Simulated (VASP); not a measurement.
# TiC (Fm-3m) in VASP: further runs

The runs below take TiC through relaxation of cell and atoms, with PBEsol, PBE.

All numbers are computed with VASP 6.6.1; they aren't measurements. Logs are shortened: lines on timing, memory, paths and dates and some standing lists are left out, and cuts for length are marked.

## 1. The structure

The structure is cubic, space group Fm-3m (No. 225). The conventional cell has a = 4.294 Å, b = 4.294 Å, c = 4.294 Å, α = 90.00°, β = 90.00°, γ = 90.00°. Around Ti (site symmetry m-3m) lie 6 C at 2.15 Å. C (site symmetry m-3m) is surrounded by 6 Ti at 2.15 Å.

## 2. Relaxation of cell and atoms, PBEsol

File INCAR:

```
SYSTEM = TiC
ALGO     = Normal         ! electronic algorithm
EDIFF    = 1E-7           ! SCF threshold, eV
EDIFFG   = -0.005         ! ionic threshold
ENCUT    = 600            ! plane-wave cutoff, eV
GGA      = PS             ! functional
IBRION   = 2              ! ionic algorithm
ISIF     = 3              ! what is computed and relaxed
ISMEAR   = 1              ! smearing method
LASPH    = .TRUE.         ! aspherical terms in the spheres
LCHARG   = .FALSE.        ! write CHGCAR
LREAL    = .FALSE.        ! projectors in reciprocal space
LWAVE    = .FALSE.        ! write WAVECAR
NELM     = 80             ! most SCF steps
NSW      = 90             ! ionic steps
PREC     = Accurate       ! precision mode
SIGMA    = 0.1            ! smearing width, eV
```

File KPOINTS:

```
k-points
0
G
  14 14 14
  0 0 0
```

File POSCAR:

```
TiC                                     
1.0
    0.0000000000      2.1471057723      2.1471057723
    2.1471057723     -0.0000000000      2.1471057723
    2.1471057723      2.1471057723      0.0000000000
  Ti              C             
     1     1
Direct
     0.0000000000000000    0.0000000000000000    0.0000000000000000
     0.5000000000000000    0.5000000000000000    0.5000000000000000
```

Potentials or basis: VASP PAW PBE potentials, release 64 (Ti_sv, C).

Command:

```console
> cat potpaw_PBE.64/Ti_sv/POTCAR potpaw_PBE.64/C/POTCAR > POTCAR
> mpirun -np 1 vasp_std > vasp.out
```

OUTCAR:

```text
SYSTEM = TiC
   EDIFF = 1E-7
   EDIFFG = -0.005
   ENCUT = 600
   GGA = PS
   IBRION = 2
   ISIF = 3
   ISMEAR = 1
   LASPH = .TRUE.
   LREAL = .FALSE.
   NELM = 80
   NSW = 90
   PREC = Accurate

 ion  position               nearest neighbor table
   1  0.000  0.000  0.000-   2 2.15   2 2.15   2 2.15   2 2.15   2 2.15   2 2.15
   2  0.500  0.500  0.500-   1 2.15   1 2.15   1 2.15   1 2.15   1 2.15   1 2.15

  LATTYP: Found a face centered cubic cell.
 ALAT       =     4.2942115446

  Lattice vectors:

 A1 = (   0.0000000000,   2.1471057723,   2.1471057723)
 A2 = (   2.1471057723,   0.0000000000,   2.1471057723)
 A3 = (   2.1471057723,   2.1471057723,   0.0000000000)

Analysis of symmetry for initial positions (statically):
=====================================================================
 Subroutine PRICEL returns:
 Original cell was already a primitive cell.

 Routine SETGRP: Setting up the symmetry group for a
 face centered cubic supercell.

 Subroutine GETGRP returns: Found 48 space group operations
 (whereof 48 operations were pure point group operations)
 out of a pool of 48 trial point group operations.

The static configuration has the point symmetry O_h .

Analysis of symmetry for dynamics (positions and initial velocities):
=====================================================================
 Subroutine PRICEL returns:
 Original cell was already a primitive cell.

 Routine SETGRP: Setting up the symmetry group for a
 face centered cubic supercell.

 Subroutine GETGRP returns: Found 48 space group operations
 (whereof 48 operations were pure point group operations)
 out of a pool of 48 trial point group operations.

The dynamic configuration has the point symmetry O_h .

 Subroutine INISYM returns: Found 48 space group operations
 (whereof 48 operations are pure point group operations),
 and found     1 'primitive' translations

----------------------------------------------------------------------------------------

                                     Primitive cell

  volume of cell :      19.7966

  direct lattice vectors                    reciprocal lattice vectors
     0.000000000  2.147105772  2.147105772    -0.232871620  0.232871620  0.232871620
     2.147105772  0.000000000  2.147105772     0.232871620 -0.232871620  0.232871620
     2.147105772  2.147105772  0.000000000     0.232871620  0.232871620 -0.232871620

  length of vectors
     3.036466103  3.036466103  3.036466103     0.403345478  0.403345478  0.403345478

  position of ions in fractional coordinates (direct lattice)
     0.000000000  0.000000000  0.000000000
     0.500000000  0.500000000  0.500000000

  ion indices of the primitive-cell ions
   primitive index   ion index
                 1           1
                 2           2

----------------------------------------------------------------------------------------

 KPOINTS: k-points

Automatic generation of k-mesh.
 Grid dimensions read from file:
 generate k-points for:   14   14   14

 Generating k-lattice:

  Cartesian coordinates                     Fractional coordinates (reciprocal lattice)
    -0.016633687  0.016633687  0.016633687     0.071428571  0.000000000  0.000000000
     0.016633687 -0.016633687  0.016633687     0.000000000  0.071428571  0.000000000
     0.016633687  0.016633687 -0.016633687     0.000000000  0.000000000  0.071428571

  Length of vectors
     0.028810391  0.028810391  0.028810391

  Shift w.r.t. Gamma in fractional coordinates (k-lattice)
     0.000000000  0.000000000  0.000000000

 Subroutine IBZKPT returns following result:
 ===========================================

 Found    104 irreducible k-points:

 Following reciprocal coordinates:
            Coordinates               Weight
  0.000000  0.000000  0.000000      1.000000
  0.071429  0.000000  0.000000      8.000000
  0.142857  0.000000  0.000000      8.000000
  0.214286  0.000000  0.000000      8.000000
  0.285714  0.000000  0.000000      8.000000
  0.357143  0.000000  0.000000      8.000000
[... 16 lines left out ...]
  0.214286  0.142857  0.000000     24.000000
  0.285714  0.142857  0.000000     24.000000
 [... further k-points ...]
   k-points           NKPTS =    104   k-points in BZ     NKDIM =    104   number of bands    NBANDS=     12
   number of dos      NEDOS =    301   number of ions     NIONS =      2
   total plane-waves  NPLWV =  13824
   dimension x,y,z NGX =    24 NGY =   24 NGZ =   24
   dimension x,y,z NGXF=    48 NGYF=   48 NGZF=   48
   ions per type =               1   1
   NGX,Y,Z   is equivalent  to a cutoff of  13.14, 13.14, 13.14 a.u.
   NGXF,Y,Z  is equivalent  to a cutoff of  26.28, 26.28, 26.28 a.u.
 SYSTEM =  TiC
   PREC   = accura    normal or accurate (medium, high low for compatibility)
   ISTART =      0    job   : 0-new  1-cont  2-samecut
   ICHARG =      2    charge: 1-file 2-atom 10-const
   ISPIN  =      1    spin polarized calculation?
   LNONCOLLINEAR =      F non collinear calculations
   LSORBIT =      F    spin-orbit coupling
   LASPH  =      T    aspherical Exc in radial PAW
   ENCUT  =  600.0 eV  44.10 Ry    6.64 a.u.   6.06  6.06  6.06*2*pi/ulx,y,z
   NELM   =     80;   NELMIN=  2; NELMDL= -5     # of ELM steps
   EDIFF  = 0.1E-06   stopping-criterion for ELM
   LREAL  =      F    real-space projection
   EDIFFG = -.5E-02   stopping-criterion for IOM
   NSW    =     90    number of steps for IOM
   IBRION =      2    ionic relax: 0-MD 1-quasi-New 2-CG
   NFREE  =      1    steps in history (QN), initial steepest desc. (CG)
   ISIF   =      3    stress and relaxation
   ISYM   =      2    0-nonsym 1-usesym 2-fastsym
   POTIM  = 0.5000    time-step for ionic-motion
   TEBEG  =    0.0;   TEEND  =   0.0 temperature during run
   PSTRESS=    0.0 pullay stress
   NELECT =      16.0000    total number of electrons
   NUPDOWN=      -1.0000    fix difference up-down
   EMIN   =  10.00;   EMAX   =-10.00  energy-range for DOS
   EFERMI =   0.00;   METHOD = LEGACY
   ISMEAR =     1;   SIGMA  =   0.10  broadening in eV -4-tet -1-fermi 0-gaus
   EFERMI_NEDOS =   21; number of points for ismear=-14 and -15
   IALGO  =     38    algorithm
   IMIX   =      4    mixing-type and parameters
     AMIX     =   0.40;   BMIX     =  1.00
     AMIX_MAG =   1.60;   BMIX_MAG =  1.00
  volume/ion in A,a.u.               =       9.90        66.80
  Fermi-wavevector in a.u.,A,eV,Ry     =   1.524935  2.881710 31.639360  2.325427
  Thomas-Fermi vector in A             =   2.633174
   LORBIT       =      0    0 simple, 1 ext, 2 COOP (PROOUT), +10 PAW based schemes
   GGA     = PS    functional components
   LHFCALC =     F    Hartree Fock is set to
   AEXX    =    0.0000 exact exchange contribution
   IVDW    =     0    specifies the selected vdW correction
   LEPSILON=     F    determine dielectric tensor
   LRPA    =     F    only Hartree local field effects (RPA)
 conjugate gradient relaxation of ions
 non-spin polarized calculation
 Methfessel and Paxton  Order N= 1 SIGMA  =   0.10
  energy-cutoff  :      600.00
  volume of cell :       19.80
 maximum number of plane-waves:       674
   NGX = 13   NGY = 13   NGZ = 13

 number of electron      16.0000003 magnetization

 Free energy of the ion-electron system (eV)
  ---------------------------------------------------
  ext. energy  EPLUGINS =         0.00000000
  ---------------------------------------------------
  free energy    TOTEN  =       -19.80222864 eV

  energy without entropy =      -19.80227582  energy(sigma->0) =      -19.80224437

 E-fermi :   9.6082     XC(G=0): -12.9946

 val. band max:        9.6081136780   @ k =   0.5000   0.5000   0.0000
 cond. band min:       9.6644108880   @ k =   0.4286   0.3571   0.0000
 fundamental gap:      0.0562972100
 Fermi energy:         9.6081950289

 k-point     1 :       0.0000    0.0000    0.0000
  band No.  band energies     occupation
      1     -46.6468      2.00000
      2     -22.7596      2.00000
      3     -22.7596      2.00000
      4     -22.7596      2.00000
      5      -2.8786      2.00000
      6      10.2801     -0.00000
      7      10.2801     -0.00000
      8      10.2801     -0.00000
      9      11.3468     -0.00000
     10      11.3468     -0.00000
     11      11.3468     -0.00000
     12      11.3893     -0.00000

 k-point     2 :       0.0714    0.0000    0.0000
  band No.  band energies     occupation
      1     -46.6426      2.00000
      2     -22.7884      2.00000
      3     -22.7623      2.00000
      4     -22.7623      2.00000
      5      -2.7586      2.00000
      6       9.7234     -0.06910
      7       9.9963     -0.00000
      8       9.9963     -0.00000
      9      10.6340     -0.00000
     10      10.6340     -0.00000
     11      11.6373      0.00000
     12      12.5622      0.00000

 k-point     3 :       0.1429    0.0000    0.0000
  band No.  band energies     occupation
      1     -46.6310      2.00000
      2     -22.8684      2.00000
      3     -22.7697      2.00000
      4     -22.7697      2.00000
      5      -2.4082      2.00000
      6       8.6568      2.00000
      7       9.0820      2.00000
      8       9.0820      2.00000
      9      10.7961     -0.00000
     10      10.7961     -0.00000
     11      12.0131      0.00000
     12      13.8227      0.00000
[... 286 lines left out ...]
 k-point    23 :       0.2143    0.1429    0.0000
  band No.  band energies     occupation
      1     -46.6132      2.00000
      2     -22.9330      2.00000
      3     -22.8120      2.00000
      4     -22.8058      2.00000
      5      -1.9070      2.00000
      6       7.1257      2.00000
      7       8.7578      2.00000
      8       9.1001      2.00000
      9       9.9903     -0.00000
     10      11.6657      0.00000
     11      12.9261      0.00000
     12      13.3522      0.00000

 k-point    24 :       0.2857    0.1429    0.0000
  band No.  band energies     occupation
      1     -46.5968      2.00000
      2     -23.0348      2.00000
      3     -22.8273      2.00000
      4     -22.8179      2.00000
      5      -1.3734      2.00000
      6       6.3723      2.00000
      7       7.9038      2.00000
      8       8.4701      2.00000
      9      10.4239     -0.00000
     10      11.9808      0.00000
     11      13.1330      0.00000
     12      14.2910      0.00000

 [... further k-points ...]

------------------------ aborting loop because EDIFF is reached ----------------------------------------

  FORCE on cell =-STRESS in cart. coord.  units (eV):
  Direction    XX          YY          ZZ          XY          YZ          ZX
  --------------------------------------------------------------------------------------
  -------------------------------------------------------------------------------------
  Total       -0.0029465     -0.0029465     -0.0029465     -0.0000000      0.0000000     -0.0000000
  in kB       -0.2384649     -0.2384649     -0.2384649     -0.0000000      0.0000000     -0.0000000
  external PRESSURE =      -0.2384649 kB  Pullay stress =       0.0000000 kB

 VOLUME and BASIS-vectors are now :
 -----------------------------------------------------------------------------
  energy-cutoff  :      600.00
  volume of cell :       19.80
      direct lattice vectors                 reciprocal lattice vectors
     0.000000000  2.147105772  2.147105772    -0.232871620  0.232871620  0.232871620
     2.147105772  0.000000000  2.147105772     0.232871620 -0.232871620  0.232871620
     2.147105772  2.147105772  0.000000000     0.232871620  0.232871620 -0.232871620

 POSITION                                       TOTAL-FORCE (eV/Angst)
 -----------------------------------------------------------------------------------
      0.00000      0.00000      0.00000         0.000000     -0.000000      0.000000
      2.14711      2.14711      2.14711         0.000000      0.000000      0.000000
 -----------------------------------------------------------------------------------
    total drift:                                0.000000     -0.000000     -0.000000

  FREE ENERGIE OF THE ION-ELECTRON SYSTEM (eV)
  ---------------------------------------------------
  free  energy   TOTEN  =       -19.8022286427 eV

  energy  without entropy=      -19.8022758224  energy(sigma->0) =      -19.80224437

 reached required accuracy - stopping structural energy minimisation
```

Run time: 17 s. Hardware: 1 thread of Intel Xeon Platinum 8488C (Sapphire Rapids), shared host; peak memory 0.16 GiB.

What came out:

```yaml
Free_energy: -19.8022 eV
Pressure_after_relaxing: 0.0 GPa
Band_gap_on_the_k_mesh: none (metal or under the smearing width)
```

Final structure:
```
Ti C
1.0
     0.00000    2.14711    2.14711
     2.14711    0.00000    2.14711
     2.14711    2.14711    0.00000
Ti C
1 1
Direct
  0.00000 0.00000 0.00000
  0.50000 0.50000 0.50000
```

Caveat: the relaxation stopped at its first step, so nothing moved; the PAW data sets were made with another functional, which shifts forces and pressure a little.

## 3. Relaxation of cell and atoms, PBE

This run uses another cell than the first one, of 10.07 Å³/atom, 1.017 times its volume.

File INCAR:

```
SYSTEM = TiC
ALGO = Normal ; EDIFF = 1E-6
EDIFFG = -0.01 ; ENCUT = 600
GGA = PE ; IBRION = 2
ISIF = 3 ; ISMEAR = 1
LASPH = .True. ; LCHARG = .False.
LREAL = .False. ; LWAVE = .False.
NELM = 80 ; NSW = 90
PREC = Accurate ; SIGMA = 0.1
```

File KPOINTS:

```
k-points
0
Gamma
  14 14 14
  0 0 0
```

File POSCAR:

```
TiC
1.0
    0.0000000000      2.1593000000      2.1593000000
    2.1593000000      0.0000000000      2.1593000000
    2.1593000000      2.1593000000      0.0000000000
Ti C
1 1
Direct
    0.0000000000      0.0000000000      0.0000000000
    0.5000000000      0.5000000000      0.5000000000
```

Potentials or basis: VASP PAW PBE potentials, release 64 (Ti_sv, C).

Command:

```console
> cat potpaw_PBE.64/Ti_sv/POTCAR potpaw_PBE.64/C/POTCAR > POTCAR
> mpirun -np 1 vasp_std > vasp.out
```

It took 29 s on 1 thread of Intel Xeon Platinum 8488C (Sapphire Rapids), shared host; peak memory 0.17 GiB.

Results (log left out):

* Free energy: -18.7094 eV
* Relaxed volume: 10.17 Å³/atom
* Relaxed cell: a = 3.064 Å, b = 3.064 Å, c = 3.064 Å, α = 60.00°, β = 60.00°, γ = 60.00°
* Space group after relaxing (to 0.05 Å): Fm-3m (No. 225)
* Energy gained by relaxing: 0.9 meV/atom
* Ionic steps: 3
* Pressure after relaxing: 0.0 GPa
* Band gap on the k mesh: none (metal or under the smearing width)

The path:
| step | energy change (eV) | largest force (eV/Å) | pressure (GPa) | volume (Å³) |
| --- | --- | --- | --- | --- |
| 1 | 0.0000 | 0.0000 | 2.62 | 20.14 |
| 2 | 0.0011 | 0.0000 | -3.22 | 20.62 |
| 3 | -0.0017 | 0.0000 | -0.03 | 20.35 |

Final structure:
```
CELL_PARAMETERS angstrom
0.00000 2.16678 2.16678
2.16678 0.00000 2.16678
2.16678 2.16678 0.00000
ATOMIC_POSITIONS crystal
Ti 0.00000 0.00000 0.00000
C 0.50000 0.50000 0.50000
```

Levels at points of the mesh, in eV from the Fermi level:
```csv
k point,band 4,band 5,band 6,band 7,band 8,band 9,band 10,band 11,band 12
"(0.00, 0.00, 0.00)",-32.62,-12.39,0.69,0.69,0.69,1.68,1.68,1.68,1.71
"(0.50, 0.00, 0.00)",-32.67,-8.92,-5.83,-2.89,-2.89,2.91,2.91,4.09,8.14
"(0.50, 0.50, 0.00)",-32.78,-10.11,-3.43,-1.61,-0.03,-0.03,2.70,3.51,3.51
```

PBE usually gives volumes a little too large and moduli too small. Zero-point motion and thermal expansion aren't in these numbers.

## 4. Relaxation of cell and atoms, PBE

This run uses another cell than the first one, of 10.17 Å³/atom, 1.028 times its volume.

INCAR, as its differences from that of step 3:

```diff
@@ -1,4 +1,4 @@
 SYSTEM = TiC
-ALGO = Normal ; EDIFF = 1E-6
-EDIFFG = -0.01 ; ENCUT = 600
+ALGO = Normal ; EDIFF = 1E-7
+EDIFFG = -0.005 ; ENCUT = 600
 GGA = PE ; IBRION = 2
```

KPOINTS is that of step 3.

File POSCAR:

```
TiC                                     
1.0
   -0.0000000000      2.1667845968      2.1667845968
    2.1667845968     -0.0000000000      2.1667845968
    2.1667845968      2.1667845968      0.0000000000
  Ti              C             
     1     1
Direct
     0.0000000000000000    0.0000000000000000    0.0000000000000000
     0.5000000000000000    0.5000000000000000    0.5000000000000000
```

Command:

```console
> cat potpaw_PBE.64/Ti_sv/POTCAR potpaw_PBE.64/C/POTCAR > POTCAR
> mpirun -np 1 vasp_std > vasp.out
```

It took 14 s on 1 thread of Intel Xeon Platinum 8488C (Sapphire Rapids), shared host; peak memory 0.17 GiB.

The run converged. Its results:

* Free energy: -18.7097 eV
* Pressure after relaxing: 0.0 GPa
* Band gap on the k mesh: none (metal or under the smearing width)

Final structure:
```
Ti C
1.0
     0.00000    2.16678    2.16678
     2.16678    0.00000    2.16678
     2.16678    2.16678    0.00000
Ti C
1 1
Direct
  0.00000 0.00000 0.00000
  0.50000 0.50000 0.50000
```

Levels at points of the mesh, in eV from the Fermi level:
```csv
k point,band 5,band 6,band 7,band 8,band 9,band 10,band 11,band 12
"(0.00, 0.00, 0.00)",-12.39,0.69,0.69,0.69,1.68,1.68,1.68,1.71
"(0.50, 0.00, 0.00)",-8.92,-5.83,-2.89,-2.89,2.91,2.91,4.09,8.14
"(0.50, 0.50, 0.00)",-10.11,-3.43,-1.61,-0.04,-0.04,2.70,3.51,3.51
```

Caveat: the relaxation stopped at its first step, so nothing moved.
